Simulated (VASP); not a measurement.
Here is a VASP 6.6.1 calculation.

INCAR

```
ALGO = Fast ; EDIFF = 1E-8
ENCUT = 600 ; GGA = PS
ISIF = 2 ; ISMEAR = 0
LASPH = T ; LCHARG = F
LEPSILON = T ; LREAL = F
LWAVE = F ; NELM = 80
PREC = Accurate ; SIGMA = 0.03
```

The input KPOINTS:

```
k-points
0
Monkhorst-Pack
  12 12 12
```

File POSCAR:

```
CuI                                     
1.0
   -0.0000000000      2.9721802406      2.9721802406
    2.9721802406     -0.0000000000      2.9721802406
    2.9721802406      2.9721802406     -0.0000000000
  Cu              I             
     1     1
Direct
     0.2500000000000000    0.2500000000000000    0.2500000000000000
     1.0000000000000000    1.0000000000000000    1.0000000000000000
```

Potentials or basis: VASP PAW PBE potentials, release 64 (Cu, I).

Command:

```sh
$ cat potpaw_PBE.64/Cu/POTCAR potpaw_PBE.64/I/POTCAR > POTCAR
$ mpirun -np 1 vasp_std > vasp.out
```

**Question.** What does it give for the electronic dielectric tensor (diagonal)?

**Answer.** 6.64.

**Question.** What does it give for the Born charges (mean of the diagonal)?

**Answer.** Cu +1.01; I -1.01 e.

Born effective charge tensors (e):
atom 1, Cu
```
1.01 0.00 0.00
0.00 1.01 0.00
0.00 0.00 1.01
```
atom 2, I
```
-1.01  0.00  0.00
 0.00 -1.01  0.00
 0.00  0.00 -1.01
```

 Spin-orbit coupling is left out, which matters for the levels of I.

**The experiment to reproduce.**

From a printed reference work, data compilation, for a bulk crystal of CuI: high-frequency dielectric constant 4.84.

Measured high-frequency dielectric constant of CuI: 4.84 (a printed reference work, data compilation). This calculation gives 6.64 (+37.1 %). So large a miss can be the level of theory's own, or it may mean another phase, state or a wrong row.
